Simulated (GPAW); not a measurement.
# Quasiparticle gap of RbBr (Fm-3m) in GPAW

How does a plane-wave GW calculation on RbBr (Fm-3m) run from the first input to the gap?

Calculated with GPAW 26.7.0; PBE and many-body steps on it, plane waves.

The database entry behind the starting cell differs from later determinations by our own check (about 0.5 % short), so it need not match the best structure at ambient conditions.

## Step 1: Starting point

It takes space group Fm-3m (No. 225, cubic). Conventional cell: a = 6.854 Å, b = 6.854 Å, c = 6.854 Å, α = 90.00°, β = 90.00°, γ = 90.00°. Nearest to Rb lie 6 Br at 3.43 Å. Br has 6 Rb at 3.43 Å nearest. Farther neighbours and most contacts between anions are not listed.

The cell and positions come from the Crystallography Open Database and are kept as given unless a step says otherwise.

## Step 2: Ground state

This step: GPAW 26.7.0; DFT, PBE, plane waves, PAW.

The ground-state density comes first.

run.py reads:

```python
import json
import numpy as np
from gpaw.mpi import world
from ase import Atoms
from gpaw import GPAW, PW, FermiDirac

atoms = Atoms(['Rb', 'Br'],
    cell=[[0.0000000000, 3.4270000000, 3.4270000000],
      [3.4270000000, 0.0000000000, 3.4270000000],
      [3.4270000000, 3.4270000000, 0.0000000000]],
    scaled_positions=[[0.0000000000, 0.0000000000, 0.0000000000],
      [0.5000000000, 0.5000000000, 0.5000000000]],
    pbc=(True, True, True))
calc = GPAW(mode=PW(450),
    xc='PBE',
    kpts={'size': (6, 6, 6), 'gamma': True},
    occupations=FermiDirac(0.001),
    nbands=-7,
    convergence={'density': 1e-6, 'bands': -3},
    maxiter=100,
    txt='gs.txt')
atoms.calc = calc
res = {'energy': atoms.get_potential_energy()}
kpts = calc.get_ibz_k_points()
res['kpts'] = kpts
res['eigenvalues'] = [calc.get_eigenvalues(kpt=k) for k in range(len(kpts))]
res['n_electrons'] = calc.get_number_of_electrons()
calc.write('gs.gpw')

if world.rank == 0:
    with open('result.json', 'w') as f:
        json.dump(res, f, default=lambda x: x.tolist())
```

Started as:

```
$ mpirun -n 4 gpaw python run.py
```

Numbers of over 12 decimals in the logs are rounded to 6 here.

Log:

```text
__  _  _
 | _ |_)|_||  |
 |__||  | ||/\| - 26.7.0

Input parameters:
  mode=PW(ecut=450.000000),
  convergence={'density': 1e-06, 'bands': -3},
  kpts=MonkhorstPack(size=(6, 6, 6), gamma=True),
  maxiter=100,
  nbands=-7,
  occupations=Occupations(name='fermi-dirac', width=0.001, fixmagmom=False),
  xc=XC(name='PBE')
  [... matrices ...]
Diagonalizing LCAO Hamiltonian
Converting LCAO to pw mode

                  Br

       Rb

Atoms  # Å, Bohr magnetons
|   | symbol |        x |        y |        z |    initial magnetic moments |
| 0 |     Rb | 0.000000 | 0.000000 | 0.000000 | ( 0.0000,  0.0000,  0.0000) |
| 1 |     Br | 3.427000 | 3.427000 | 3.427000 | ( 0.0000,  0.0000,  0.0000) |

Unit cell  # Å
| periodic |        x |        y |        z |  lengths |    angles |
|      yes | 0.000000 | 3.427000 | 3.427000 | 4.846510 | 60.000000 |
|      yes | 3.427000 | 0.000000 | 3.427000 | 4.846510 | 60.000000 |
|      yes | 3.427000 | 3.427000 | 0.000000 | 4.846510 | 60.000000 |

Number of symmetries: 48
Symmetry operations  # r_c * U_cc + t_c -> r_c
|    | kind |            matrix            |
|  0 |  σ   |  1, 0, 0,  1, 0,-1,  1,-1, 0 |
|  1 |  C2  |  1, 0, 0,  1,-1, 0,  1, 0,-1 |
|  2 |  E   |  1, 0, 0,  0, 1, 0,  0, 0, 1 |
|  3 |  σ   |  1, 0, 0,  0, 0, 1,  0, 1, 0 |
|  4 |  C4  |  1, 0,-1,  1, 0, 0,  1,-1, 0 |
|  5 |  S6  |  1, 0,-1,  1,-1, 0,  1, 0, 0 |
|  6 |  σ   |  1, 0,-1,  0, 1,-1,  0, 0,-1 |
|  7 |  C3  |  1, 0,-1,  0, 0,-1,  0, 1,-1 |
|  8 |  S6  |  1,-1, 0,  1, 0, 0,  1, 0,-1 |
|  9 |  C4  |  1,-1, 0,  1, 0,-1,  1, 0, 0 |
| 10 |  C3  |  1,-1, 0,  0,-1, 1,  0,-1, 0 |
| 11 |  σ   |  1,-1, 0,  0,-1, 0,  0,-1, 1 |
| 12 |  σ   |  0, 1, 0,  1, 0, 0,  0, 0, 1 |
| 13 |  C4  |  0, 1, 0,  0, 1,-1, -1, 1, 0 |
| 14 |  C3  |  0, 1, 0,  0, 0, 1,  1, 0, 0 |
| 15 |  S6  |  0, 1, 0, -1, 1, 0,  0, 1,-1 |
| 16 |  C2  |  0, 1,-1,  1, 0,-1,  0, 0,-1 |
| 17 |  σ   |  0, 1,-1,  0, 1, 0, -1, 1, 0 |
| 18 |  S4  |  0, 1,-1,  0, 0,-1,  1, 0,-1 |
| 19 |  C4  |  0, 1,-1, -1, 1, 0,  0, 1, 0 |
| 20 |  C3  |  0, 0, 1,  1, 0, 0,  0, 1, 0 |
| 21 |  σ   |  0, 0, 1,  0, 1, 0,  1, 0, 0 |
| 22 |  S6  |  0, 0, 1,  0,-1, 1, -1, 0, 1 |
| 23 |  C4  |  0, 0, 1, -1, 0, 1,  0,-1, 1 |
| 24 |  S4  |  0, 0,-1,  1, 0,-1,  0, 1,-1 |
| 25 |  C3  |  0, 0,-1,  0, 1,-1,  1, 0,-1 |
| 26 |  C2  |  0, 0,-1,  0,-1, 0, -1, 0, 0 |
| 27 |  S6  |  0, 0,-1, -1, 0, 0,  0,-1, 0 |
| 28 |  S4  |  0,-1, 1,  1,-1, 0,  0,-1, 0 |
| 29 |  C4  |  0,-1, 1,  0, 0, 1, -1, 0, 1 |
| 30 |  C2  |  0,-1, 1,  0,-1, 0,  1,-1, 0 |
| 31 |  σ   |  0,-1, 1, -1, 0, 1,  0, 0, 1 |
| 32 |  C3  |  0,-1, 0,  1,-1, 0,  0,-1, 1 |
| 33 |  S6  |  0,-1, 0,  0, 0,-1, -1, 0, 0 |
| 34 |  S4  |  0,-1, 0,  0,-1, 1,  1,-1, 0 |
| 35 |  C2  |  0,-1, 0, -1, 0, 0,  0, 0,-1 |
| 36 |  C2  | -1, 1, 0,  0, 1, 0,  0, 1,-1 |
| 37 |  S6  | -1, 1, 0,  0, 1,-1,  0, 1, 0 |
| 38 |  S4  | -1, 1, 0, -1, 0, 1, -1, 0, 0 |
| 39 |  C3  | -1, 1, 0, -1, 0, 0, -1, 0, 1 |
| 40 |  S6  | -1, 0, 1,  0, 0, 1,  0,-1, 1 |
| 41 |  C2  | -1, 0, 1,  0,-1, 1,  0, 0, 1 |
| 42 |  C3  | -1, 0, 1, -1, 1, 0, -1, 0, 0 |
| 43 |  S4  | -1, 0, 1, -1, 0, 0, -1, 1, 0 |
| 44 |  C2  | -1, 0, 0,  0, 0,-1,  0,-1, 0 |
| 45 |  i   | -1, 0, 0,  0,-1, 0,  0, 0,-1 |
| 46 |  σ   | -1, 0, 0, -1, 1, 0, -1, 0, 1 |
| 47 |  C2  | -1, 0, 0, -1, 0, 1, -1, 1, 0 |

BZ-sampling:
  Number of BZ points: 216
  Number of IBZ points: 16

  Monkhorst-Pack size: [6, 6, 6]
  Monkhorst-Pack shift: [0.083333, 0.083333, 0.083333]

K-points  # in reciprocal-cell coordinates
|     |                                coordinates |     weight |
|   0 | (  0.00000000,   0.00000000,   0.00000000) | 0.00462963 |
|   1 | (  0.16666667,   0.16666667,   0.00000000) | 0.02777778 |
|   2 | (  0.16666667,   0.16666667,   0.16666667) | 0.03703704 |
|   3 | (  0.33333333,   0.16666667,   0.16666667) | 0.05555556 |
|   4 | (  0.33333333,   0.33333333,  -0.33333333) | 0.05555556 |
|   5 | (  0.33333333,   0.33333333,   0.00000000) | 0.02777778 |
|   6 | (  0.33333333,   0.33333333,   0.16666667) | 0.11111111 |
|   7 | (  0.33333333,   0.33333333,   0.33333333) | 0.03703704 |
|   8 | (  0.50000000,   0.33333333,  -0.33333333) | 0.11111111 |
|   9 | (  0.50000000,   0.33333333,  -0.16666667) | 0.05555556 |
| ... |                                            |            |
|  15 | (  0.50000000,   0.50000000,   0.50000000) | 0.01851852 |

Plane wave coefficients: 1807
Cutoff: 450.000000 eV

Spin-components: 1 (collinear spins)
Bands:           15
Projectors:      10
Spin-degeneracy: 2
Datatype:        complex128

  Storage: CPU
  Wave functions: 6_938_880 bytes (1_734_720 per core)
  Projectors: 9_714_432 bytes (2_428_608 per core)
  [... matrices ...]
Parallelization:
  kpt:    4
  domain: 1
  band:   1

Density:
  Valence electrons: 16.0
  Components: 1
  Grid points: [24 24 24]
  Charge: 0.0  # |e|

Potential:
  Grid points: [24 24 24]

species:
  Rb:
    name:    Rubidium
    Z:       37.0
    valence: 9
    core:    28
    charge:  0.0  # [|e|]
    compensation charges:
      type: gauss
      rc: 0.38  # [Å]
      lmax: 2
    cutoffs:
      filter: 2.43  # [Å]
      core: 1.99  # [Å]
    projectors
    | kind |    occ | energy [eV] | rcut [Å] |
    |   4s |  2.000 |     -31.879 |    1.376 |
    |   5s |  1.000 |      -2.231 |    1.376 |
    |   4p |  6.000 |     -15.966 |    1.270 |
    |    p |        |      11.245 |    1.270 |
    |    d |        |       0.000 |    1.217 |

    Using partial waves for Rb as LCAO basis

  Br:
    name:    Bromine
    Z:       35.0
    valence: 7
    core:    28
    charge:  0.0  # [|e|]
    compensation charges:
      type: gauss
      rc: 0.35  # [Å]
      lmax: 2
    cutoffs:
      filter: 1.98  # [Å]
      core: 2.38  # [Å]
    projectors
    | kind |    occ | energy [eV] | rcut [Å] |
    |   4s |  2.000 |     -20.121 |    1.111 |
    |   4p |  5.000 |      -7.861 |    1.111 |
    |    s |        |       7.091 |    1.111 |
    |    p |        |      19.351 |    1.111 |
    |    d |        |       0.000 |    1.111 |

    Using partial waves for Br as LCAO basis

Reference energy: -152005.600152  # eV

eigensolver:
  PPCG
  Converge bands: -3
  niter=2

density mixing:
  MSR1-Mixer
  Pratt-step length: 0.05
  Maximum mixing coefficient: 0.75
  Old densities: 10
  SVD Regularization: 0.005
  Good broyden scale: 1.0
  Trust region scale: 1.0
  Backstep threshold: 4.0
  History deletion threshold: 6.0
  Fourier metric: weight=20.0, sigma=0.015

occupation numbers:
  Fermi-Dirac:
    width: 0.0010  # eV

poisson solver:
  ecut: 3600.000000  # eV

xc functional:
  name: PBE with 2 nearest neighbor stencil

Initialization done in: 1.805 s

convergence criteria:
- Maximum integral of absolute [dens]ity change: 1e-06 electrons / valence electron
- Maximum [total energy] change in last 3 cyles: 0.0005 eV / valence electron
- Maximum integral of absolute [eigenst]ate change: 4e-08 eV^2 / valence electron
maximum number of iterations: 100

SCF iterations
|iter     |     time |      energy | eigst |  dens |
|iter:   1|  |   -6.188147 | +1.57 |       |
|iter:   2|  |   -6.157100 | +0.25 | -1.28 |
|iter:   3|  |   -6.038754 | -0.32 | -1.32 |
|iter:   4|  |   -6.044340 | -1.31 | -1.75 |
|iter:   5|  |   -6.046753c| -1.87 | -2.14 |
|iter:   6|  |   -6.046831c| -3.18 | -3.04 |
|iter:   7|  |   -6.046844c| -4.04 | -3.48 |
|iter:   8|  |   -6.046844c| -4.74 | -4.25 |
|iter:   9|  |   -6.046844c| -5.21 | -5.09 |
|iter:  10|  |   -6.046844c| -5.97 | -5.72 |
|iter:  11|  |   -6.046844c| -6.54 | -6.66c|
|iter:  12|  |   -6.046844c| -7.21 | -7.24c|
|iter:  13|  |   -6.046844c| -7.95c| -8.24c|

Converged in 13 steps
SCF loop duration: 2.525 s (0.194 s/step)
Energy contributions relative to reference atoms: (reference = -152005.600152)
  [... matrices ...]
Energy contributions:
  Kinetic:          10.335600
  Coulomb:          -9.683161
  Zero:             -0.067811
  External:          0.000000
  Xc:               -6.631472
  Entropy:          -0.000000
  Spinorbit:         0.000000
  ----------------------------
  Free energy:      -6.046844
  Extrapolated:     -6.046844

dipole moment: (-26.243156, -26.243156, -26.243156)  # |e|*Ang

Fermi level: 1.657
Eigenvalues  # (at kpt = [0.000, 0.000, 0.000])
| band index |      eig [eV] | occ [0-2] |
|          0 |       -24.489 |     2.000 |
|          1 |       -12.251 |     2.000 |
|          2 |        -8.578 |     2.000 |
|          3 |        -8.578 |     2.000 |
|          4 |        -8.578 |     2.000 |
|          5 |        -0.082 |     2.000 |
|          6 |        -0.082 |     2.000 |
|          7 |        -0.082 |     2.000 |
|          8 |         4.286 |     0.000 |
|          9 |         7.203 |     0.000 |
|         10 |         7.203 |     0.000 |
|         11 |         7.203 |     0.000 |
|         12 |         8.092 |     0.000 |
|         13 |         8.092 |     0.000 |
|         14 |        10.921 |     0.000 |

Gap: 4.368 eV
Transition (v -> c):
  (s=0, k=0, n=7, [0.00, 0.00, 0.00]) -> (s=0, k=0, n=8, [0.00, 0.00, 0.00])
No difference between direct/indirect transitions
# Writing to gs.gpw (mode='')
  [... matrices ...]
```

The job ended after 6.3 s (4 MPI ranks of Intel Xeon Platinum 8375C at 2.90GHz (Ice Lake), shared host; peak memory 0.67 GiB).

Numbers from this step:

```yaml
total_energy: -6.047 eV
gap: 4.368 eV
k_of_the_valence_top: 0, 0, 0
k_of_the_conduction_bottom: 0, 0, 0
least_direct_gap: 4.368 eV
```

The gap is direct, at Γ.

## Step 3: Empty states on the mesh, 4×4×4 mesh, 433 bands

The sums over transitions need many empty states on a uniform mesh; this step solves for them.

run.py reads:

```python
import json
import numpy as np
from gpaw.mpi import world
from gpaw import GPAW

calc = GPAW('gs.gpw').fixed_density(kpts={'size': (4, 4, 4), 'gamma': True},
    parallel={'domain': 1, 'band': 1},
    txt='nscf.txt')
calc.diagonalize_full_hamiltonian(nbands=433)
calc.write('full.gpw', mode='all')
res = {}
kpts = calc.get_ibz_k_points()
res['kpts'] = kpts
res['eigenvalues'] = [calc.get_eigenvalues(kpt=k) for k in range(len(kpts))]
res['n_electrons'] = calc.get_number_of_electrons()

if world.rank == 0:
    with open('result.json', 'w') as f:
        json.dump(res, f, default=lambda x: x.tolist())
```

Started as:

```
$ mpirun -n 4 gpaw python run.py
```

Log:

```text
Diagonalizing LCAO Hamiltonian
Converting LCAO to pw mode
convergence criteria:
- Maximum integral of absolute [eigenst]ate change: 4e-08 eV^2 / valence electron
maximum number of iterations: 100

SCF iterations
|iter     |     time |      energy | eigst |  dens |
|iter:   1|  |             | +1.56 |       |
|iter:   2|  |             | +0.38 |       |
|iter:   3|  |             | -0.51 |       |
[...]
|iter:  14|  |             | -6.93 |       |
|iter:  15|  |             | -7.24 |       |
|iter:  16|  |             | -7.62c|       |
SCF steps: 16
  __  _  _
 | _ |_)|_||  |
 |__||  | ||/\| - 26.7.0

Input parameters:
  mode=PW(ecut=450.000000),
  convergence={'density': 1e-06, 'bands': -3},
  gpts=array([24, 24, 24]),
  kpts=MonkhorstPack(size=(4, 4, 4), gamma=True),
  maxiter=100,
  nbands=15,
  occupations=Occupations(name='fermi-dirac', width=0.001, fixmagmom=False),
  parallel={'domain': 1, 'band': 1},
  xc=XC(name='PBE')
Matrix size: 1807x1807
# Writing to full.gpw (mode='all')
  [... matrices ...]

timing:  # [seconds]
  Total: 11.018  # ━━━━━━━━━━━━━━━━━━━━━━━━━━━━━━━━━━━━━━━━━━━━━━━━━━━━━━━━━━
```

It took 16 s on 4 MPI ranks; peak memory 1.7 GiB; 63 s of CPU time.

This step gave:

| Quantity | Value |
| --- | --- |
| gap | 4.368 eV |
| k of the valence top | 0, 0, 0 |
| k of the conduction bottom | 0, 0, 0 |
| least direct gap | 4.368 eV |
| k points computed | 8 |
| lowest point of the top converged band, above the valence top | 169.3262 eV |

On this mesh the gap is 4.368 eV.

## Step 4: Screening and self-energy, 4×4×4 mesh, 423 bands, screening to 175 eV

G0W0 replaces the xc potential by the self-energy, built once from these orbitals. Only a window of levels is corrected, while the sums run over the empty bands that the input names.

This step: G0W0 on PBE, plane waves, PAW.

run.py reads:

```python
import json
import numpy as np
from gpaw.mpi import world
from gpaw.response.g0w0 import G0W0

gw = G0W0('full.gpw',
    filename='gw',
    kpts=[0],
    bands=(6, 10),
    ecut=175,
    nbands=423,
    integrate_gamma='WS',
    ppa=True)
gw.calculate()
res = {mode: {k: v for k, v in r.items() if k != 'sigma_eskwn'}
       for mode, r in gw.all_results.items()}

if world.rank == 0:
    with open('result.json', 'w') as f:
        json.dump(res, f, default=lambda x: x.tolist())
```

Started as:

```
$ mpirun -n 4 gpaw python run.py
```

Log:

```text
Using integrator: PointIntegrator
FrequencyGridDescriptor(from 0.000+0.000j to 0.000+27.211j eV, 2 points)
Nonperiodic BCs:  [False False False]
Using integrator: PointIntegrator
FrequencyGridDescriptor(from 0.000+0.000j to 0.000+27.211j eV, 2 points)
Nonperiodic BCs:  [False False False]
  ___  _ _ _
 |   || | | |
 | | || | | |
 |__ ||_____|
 |___|

BZ k-points: Symmetries present (total): 48

  [... matrices ...]
64 k-points: 4 x 4 x 4 Monkhorst-Pack grid + [1/8,1/8,1/8]
8 k-points in the irreducible part of the Brillouin zone
       k-points in crystal coordinates                weights
   0:     0.00000000    0.00000000    0.00000000          1/64
   1:     0.25000000    0.25000000    0.00000000          6/64
   2:     0.25000000    0.25000000    0.25000000          8/64
   3:     0.50000000    0.25000000   -0.25000000          6/64
   4:     0.50000000    0.25000000    0.25000000         12/64
   5:     0.50000000    0.50000000    0.00000000          3/64
   6:     0.50000000    0.50000000    0.25000000         24/64
   7:     0.50000000    0.50000000    0.50000000          4/64

Distributing spins, k-points and bands (1 x 1 x 4) over 4 processes
Number of blocks: 1

Quasi particle states:
k-points (IBZ indices): [0]
Band range: (6, 10)
  [... matrices ...]
Computational parameters:
Plane wave cut-off: 175 eV
Number of bands: 423
Coulomb cutoff: None
Broadening: 0.1 eV

fxc modes: GW
Kernel: RPA
Using Godby-Needs plasmon-pole approximation:
  Fitting energy: i*E0, E0 = 1.000 Hartree
Summing all q:

Calculating screened Coulomb potential
No Coulomb truncation
FrequencyGridDescriptor(from 0.000+0.000j to 0.000+27.211j eV, 2 points)
Removing empty qpoint cache files...

Calculating chi0 body with:
    Ground state adapter containing:
    Number of spins: 1
    Number of kpoints: 64
    Number of irreducible kpoints: 8
    Number of completely occupied states: 8
    Number of partially occupied states: 8
    Occupied states memory: 1.6875 M / cpu

    Linear response parametrization:
    q_c: [0.0, 0.0, 0.0]
    Number of frequency points: 2
    Planewave cutoff: 175.0
    Number of bands: 423
    Number of planewaves: 411
    Broadening (eta): 1e-06
    comm.size: 4
    kncomm.size: 4
    blockcomm.size: 1

    Memory estimate of potentially large arrays:
        chi0_wGG: 5.155060 M / cpu
Integrating chi0 body.

Symmetries of q_c:
    Direct symmetries (Uq -> q): 48
    Indirect symmetries (TUq -> q): 0
In total 48 allowed symmetries.

  [... matrices ...]
8 groups of equivalent kpoints. 87.5% reduction.

Integral kind: response function
Integrating chi0 head and wings.

Symmetries of q_c:
    Direct symmetries (Uq -> q): 48
    Indirect symmetries (TUq -> q): 0
In total 48 allowed symmetries.

  [... matrices ...]
8 groups of equivalent kpoints. 87.5% reduction.

Integral kind: response function wings

Calculating chi0 body with:
    Ground state adapter containing:
    Number of spins: 1
    Number of kpoints: 64
    Number of irreducible kpoints: 8
    Number of completely occupied states: 8
    Number of partially occupied states: 8
    Occupied states memory: 1.6875 M / cpu

    Linear response parametrization:
[... the further q-points ...]

Results:
f:      Occupation numbers
eps:     KS-eigenvalues [eV]
vxc:     KS vxc [eV]
exx:     Exact exchange [eV]
sigma:   Self-energies [eV]
dsigma:  Self-energy derivatives
Z:       Renormalization factors
qp:      QP-energies [eV]

k-point 0 (0): (0.000, 0.000, 0.000)                GW
band       f     eps     vxc     exx   sigma  dsigma       Z      qp
                                                                   GW
   6   1.000  -0.082 -15.451 -19.335   1.431  -0.219   0.820  -2.094
   7   1.000  -0.082 -15.451 -19.335   1.431  -0.219   0.820  -2.094
   8   0.000   4.286  -7.670  -4.190  -2.887  -0.142   0.875   4.805
   9   0.000   7.203  -7.950  -3.803  -3.014  -0.146   0.872   8.191
```

It took 4.6 min on 4 MPI ranks; peak memory 1.6 GiB; 18 min of CPU time.

Numbers from this step:

```
G0W0 gap on the points computed              : 6.899 eV
least direct G0W0 gap on the computed points : 6.899 eV
Z at the valence top                         : 0.8201
Z at the conduction bottom                   : 0.8753
starting gap on the mesh                     : 4.368 eV
k of the valence top                         : 0, 0, 0
k of the conduction bottom                   : 0, 0, 0
```

The gap on the mesh goes from 4.37 eV to 6.90 eV, a correction of +2.53 eV.

Limits: finite bands, cutoff and mesh; no spin-orbit coupling. v1 is the top filled band, c1 the lowest empty one. The levels before and after the correction (eV, zero at the valence-band top of each column):

|  | conduction bottom | valence top |
| --- | --- | --- |
| Kohn-Sham | 4.37 | 0.00 |
| G0W0 | 6.90 | 0.00 |

|  | level | energy (eV) |
| --- | --- | --- |
| Kohn-Sham | Γ v2-v1 | 0.000 |
| Kohn-Sham | Γ c1 | 4.368 |
| Kohn-Sham | Γ c2 | 7.285 |
| G0W0 | Γ v2-v1 | 0.000 |
| G0W0 | Γ c1 | 6.899 |
| G0W0 | Γ c2 | 10.285 |

## Step 5: Where the time went

Times are wall times on 4 MPI ranks of Intel Xeon Platinum 8375C at 2.90GHz (Ice Lake), shared host, good to a factor of about two.

| step | time | share | memory (GiB) |
| --- | --- | --- | --- |
| ground state | 6.3 s | 2 % | 0.67 |
| empty states on the mesh | 16 s | 5 % | 1.7 |
| screening and self-energy | 4.6 min | 92 % | 1.6 |

## Step 6: What came out

- PBE gap: 4.37 eV, direct
- G0W0 gap on the mesh: 6.90 eV
- GW settings: 4×4×4 mesh, 423 bands, screening to 175 eV, Godby-Needs plasmon pole
- known limits: not at the basis limit; no spin-orbit coupling

**Reading.** G0W0 moves the gap on the mesh from 4.37 eV to 6.90 eV (+2.53 eV), with Z of 0.82 and 0.88 at the edges. Only 1 of the mesh's irreducible points was corrected, so a valley elsewhere could overtake. The dearest step here is «screening and self-energy». Bands and cutoff are finite, so the gap is not at the basis limit. The miss can reach some tenths of an eV and take either sign; the mesh is an error of its own. These stock PAW sets were not made for GW; the filled d or f shell of Br lies in the frozen core, which bears on start and correction. In the G0W0 run levels were corrected at 1 k point alone, so a gap called «on the mesh» is the least over those, and an edge elsewhere would be missed. The many-body steps are scalar-relativistic: spin-orbit coupling is not in them.

[Paths, hosts, dates, memory and timing lines, banners, echoed tables and standing remarks are left out of the program output.]

[Logs are printed without paths, hosts, clocks, repeated set-up lines and the standing remarks that a program may print on its own settings, such as how far it seeks lower states.]

[Runs of the session that timed out or met a known fault of the program may be left out.]

[Hosts, paths, dates, database ids (printed as entryN), source tags and the programs' standing remarks are cut or masked in the printed files.]
